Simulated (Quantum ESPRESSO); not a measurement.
A run of Quantum ESPRESSO 7.5 is set up as follows.

File pw.in:

```
&CONTROL
  calculation = 'scf'
  prefix = 'pwscf'
  outdir = './tmp'
  pseudo_dir = './pseudo'
  tprnfor = .true.
  tstress = .true.
  disk_io = 'low'
/
&SYSTEM
  ibrav = 0
  celldm(1) = 8
  nat = 3
  ntyp = 2
  ecutwfc = 76
  nbnd = 30
  occupations = 'smearing'
  smearing = 'fd'
  degauss = 0.00367493
  noncolin = .true.
  lspinorb = .true.
/
&ELECTRONS
  conv_thr = 6d-10
  electron_maxstep = 120
  mixing_beta = 0.5
/
ATOMIC_SPECIES
Hf   178.4900 Hf.upf
B     10.8100 B.upf
CELL_PARAMETERS alat
  0.7417175039156   0.0000000000000   0.0000000000000
 -0.3708587519578   0.6423462008265   0.0000000000000
  0.0000000000000   0.0000000000000   0.8220308642122
ATOMIC_POSITIONS crystal
Hf     0.0000000000    0.0000000000    0.0000000000
B      0.6666666667    0.3333333333    0.5000000000
B      0.3333333333    0.6666666667    0.5000000000
K_POINTS automatic
10 10 8 0 0 0
```

File bands.in:

```
&CONTROL
  calculation = 'bands'
  prefix = 'pwscf'
  outdir = './tmp'
  pseudo_dir = './pseudo'
  disk_io = 'low'
  verbosity = 'high'
/
&SYSTEM
  ibrav = 0
  celldm(1) = 8
  nat = 3
  ntyp = 2
  ecutwfc = 76
  nbnd = 30
  occupations = 'smearing'
  smearing = 'fd'
  degauss = 0.00367493
  noncolin = .true.
  lspinorb = .true.
/
&ELECTRONS
  conv_thr = 1d-08
  electron_maxstep = 120
  mixing_beta = 0.5
  diago_full_acc = .true.
  startingwfc = 'random'
/
ATOMIC_SPECIES
Hf   178.4900 Hf.upf
B     10.8100 B.upf
CELL_PARAMETERS alat
  0.7417175039156   0.0000000000000   0.0000000000000
 -0.3708587519578   0.6423462008265   0.0000000000000
  0.0000000000000   0.0000000000000   0.8220308642122
ATOMIC_POSITIONS crystal
Hf     0.0000000000    0.0000000000    0.0000000000
B      0.6666666667    0.3333333333    0.5000000000
B      0.3333333333    0.6666666667    0.5000000000
K_POINTS crystal
60
 0.0000000000  0.0000000000  0.0000000000 1
 0.0714285714  0.0000000000  0.0000000000 1
 0.1428571429  0.0000000000  0.0000000000 1
 0.2142857143  0.0000000000  0.0000000000 1
 0.2857142857  0.0000000000  0.0000000000 1
 0.3571428571  0.0000000000  0.0000000000 1
 0.4285714286  0.0000000000  0.0000000000 1
 0.5000000000  0.0000000000  0.0000000000 1
 0.4444444444  0.1111111111  0.0000000000 1
 0.3888888889  0.2222222222  0.0000000000 1
 0.3333333333  0.3333333333  0.0000000000 1
 0.2916666667  0.2916666667  0.0000000000 1
 0.2500000000  0.2500000000  0.0000000000 1
 0.2083333333  0.2083333333  0.0000000000 1
 0.1666666667  0.1666666667  0.0000000000 1
 0.1250000000  0.1250000000  0.0000000000 1
 0.0833333333  0.0833333333  0.0000000000 1
 0.0416666667  0.0416666667  0.0000000000 1
 0.0000000000  0.0000000000  0.0000000000 1
 0.0000000000  0.0000000000  0.1000000000 1
 0.0000000000  0.0000000000  0.2000000000 1
 0.0000000000  0.0000000000  0.3000000000 1
 0.0000000000  0.0000000000  0.4000000000 1
 0.0000000000  0.0000000000  0.5000000000 1
 0.0625000000  0.0000000000  0.5000000000 1
 0.1250000000  0.0000000000  0.5000000000 1
 0.1875000000  0.0000000000  0.5000000000 1
 0.2500000000  0.0000000000  0.5000000000 1
 0.3125000000  0.0000000000  0.5000000000 1
 0.3750000000  0.0000000000  0.5000000000 1
 0.4375000000  0.0000000000  0.5000000000 1
 0.5000000000  0.0000000000  0.5000000000 1
 0.4583333333  0.0833333333  0.5000000000 1
 0.4166666667  0.1666666667  0.5000000000 1
 0.3750000000  0.2500000000  0.5000000000 1
 0.3333333333  0.3333333333  0.5000000000 1
 0.3000000000  0.3000000000  0.5000000000 1
 0.2666666667  0.2666666667  0.5000000000 1
 0.2333333333  0.2333333333  0.5000000000 1
 0.2000000000  0.2000000000  0.5000000000 1
 0.1666666667  0.1666666667  0.5000000000 1
 0.1333333333  0.1333333333  0.5000000000 1
 0.1000000000  0.1000000000  0.5000000000 1
 0.0666666667  0.0666666667  0.5000000000 1
 0.0333333333  0.0333333333  0.5000000000 1
 0.0000000000  0.0000000000  0.5000000000 1
 0.5000000000  0.0000000000  0.5000000000 1
 0.5000000000  0.0000000000  0.4166666667 1
 0.5000000000  0.0000000000  0.3333333333 1
 0.5000000000  0.0000000000  0.2500000000 1
 0.5000000000  0.0000000000  0.1666666667 1
 0.5000000000  0.0000000000  0.0833333333 1
 0.5000000000  0.0000000000  0.0000000000 1
 0.3333333333  0.3333333333  0.0000000000 1
 0.3333333333  0.3333333333  0.0833333333 1
 0.3333333333  0.3333333333  0.1666666667 1
 0.3333333333  0.3333333333  0.2500000000 1
 0.3333333333  0.3333333333  0.3333333333 1
 0.3333333333  0.3333333333  0.4166666667 1
 0.3333333333  0.3333333333  0.5000000000 1
```

Potentials or basis: PseudoDojo 0.4 FR PBEsol standard.

The run is started by

```bash
$ OMP_NUM_THREADS=1 mpirun -n 2 pw.x -nk 2 -in pw.in > pw.out
$ OMP_NUM_THREADS=1 mpirun -n 2 pw.x -nk 2 -in bands.in > bands.out
```

Task: What does it give for the pressure?

Result: -3.7 GPa.

Task: Predict the band gap on the k mesh.

Result: None (metal or under the smearing width).

Levels at the corners of the path, in eV from the Fermi level:
```
point  band 15  band 16  band 17  band 18  band 19  band 20  band 21  band 22
    Γ    -2.74    -2.74    -2.66    -2.66     3.99     3.99     4.16     4.16
    M    -3.30    -3.30    -2.79    -2.79     2.24     2.24     2.82     2.82
    K    -2.53    -2.53    -2.46    -2.46     1.74     1.74     1.92     1.92
    Γ    -2.74    -2.74    -2.66    -2.66     3.99     3.99     4.16     4.16
    A    -1.05    -1.05     0.32     0.32     0.42     0.42     0.95     0.95
    L    -4.62    -4.62    -2.56    -2.56     4.14     4.14     4.23     4.23
    H    -3.23    -3.23    -2.84    -2.84     4.51     4.51     5.47     5.47
    A    -1.05    -1.05     0.32     0.32     0.42     0.42     0.95     0.95
    L    -4.62    -4.62    -2.56    -2.56     4.14     4.14     4.23     4.23
    M    -3.30    -3.30    -2.79    -2.79     2.24     2.24     2.82     2.82
    K    -2.53    -2.53    -2.46    -2.46     1.74     1.74     1.92     1.92
    H    -3.23    -3.23    -2.84    -2.84     4.51     4.51     5.47     5.47
```

Caveat: some levels on the path didn't converge.
